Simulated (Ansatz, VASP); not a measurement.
## P in VASP and in Ansatz

The input INCAR:

```
ALGO = Normal
EDIFF = 1E-6
ENCUT = 520
GGA = CA
ISIF = 2
ISMEAR = 0
LASPH = True
LCHARG = False
LREAL = False
LWAVE = False
NBANDS = 18
NELM = 100
PREC = Accurate
SIGMA = 0.1
```

Contents of KPOINTS:

```
k-points
0
Gamma
  6 6 4
```

The input POSCAR:

```
P
1.0
    1.6582000000     -5.2420000000      0.0000000000
    1.6582000000      5.2420000000      0.0000000000
    0.0000000000      0.0000000000      4.3793000000
P
4
Direct
    0.8983800000      0.1016200000      0.0806800000
    0.6016200000      0.3983800000      0.5806800000
    0.1016200000      0.8983800000      0.9193200000
    0.3983800000      0.6016200000      0.4193200000
```

Input for Ansatz:

```yaml
crystal:
  lattice:
    - [1.6582, -5.242, 0.0]
    - [1.6582, 5.242, 0.0]
    - [0.0, 0.0, 4.3793]
  atoms:
    - { symbol: P, position: [0.89838, 0.10162, 0.08068] }
    - { symbol: P, position: [0.60162, 0.39838, 0.58068] }
    - { symbol: P, position: [0.10162, 0.89838, 0.91932] }
    - { symbol: P, position: [0.39838, 0.60162, 0.41932] }
basis:
  ecutwfc: 420
kpoints:
  mp_grid: { grid: [6, 6, 4] }
hamiltonian:
  xc: lda
scf:
  occupations: { method: gaussian, width: 0.1 }
output:
  forces: true
  stress: true
  eigenvalues: true
```

Alike in both runs: task single point; functional LDA; k mesh 6 × 6 × 4; occupations gaussian, width 0.1 eV; no spin polarisation.

```csv
,VASP,Ansatz
version,VASP 6.6.1,Ansatz 0.2.0
potentials or method,"VASP PAW LDA potentials, release 64 (P)","scalar-relativistic, plane waves, PAW"
plane-wave cutoff (eV),520,420
valence electrons in the cell,20,20
```

|  | VASP | Ansatz | Ansatz less VASP |
| --- | --- | --- | --- |
| gap on the k mesh at the Fermi level (eV) | 0.11 | 0.11 | -0.004 |
| least direct gap on the mesh (eV) | 0.41 | 0.42 | +0.011 |
| pressure (GPa) | -2.6 | -2.3 | +0.27 |
| largest component of the traceless stress (GPa) | 0.70 | 0.71 | +0.005 |
| rms of the force components (eV/Å) | 0.026 | 0.008 | -0.0182 |

Atom by atom the forces differ by 0.027 eV/Å (rms over components).
